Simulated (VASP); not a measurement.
A run of VASP 6.6.1 is set up as follows.

The input INCAR:

```
PREC = Accurate
ENCUT = 520
EDIFF = 1E-7
ISMEAR = -1
SIGMA = 0.05
LREAL = F
LASPH = T
NELM = 80
ALGO = Normal
ISIF = 2
LWAVE = F
LCHARG = T
GGA = PE
LELF = T
LVHAR = T
NBANDS = 14
```

The input KPOINTS:

```
regular mesh
0
Gamma
  8 8 7
```

POSCAR

```
LiSe2
1.0
    4.0338200000      0.0000000000      0.0000000000
   -2.0169100000      3.4933900000      0.0000000000
    0.0000000000      0.0000000000      3.9562200000
Li Se
1 2
Direct
    0.0000000000      0.0000000000      0.5000000000
    0.3333300000      0.6666700000      0.7664300000
    0.6666700000      0.3333300000      0.2335700000
```

Potentials or basis: VASP PAW PBE potentials, release 64 (Li_sv, Se).

Command:

```sh
$ cat potpaw_PBE.64/Li_sv/POTCAR potpaw_PBE.64/Se/POTCAR > POTCAR
$ mpirun -np 1 vasp_std > vasp.out
```

(1) What does it give for the band gap on the k mesh?

(2) What does it give for the largest force?

Answers

(1) none (metal or under the smearing width).

(2) 0.017 eV/Å.
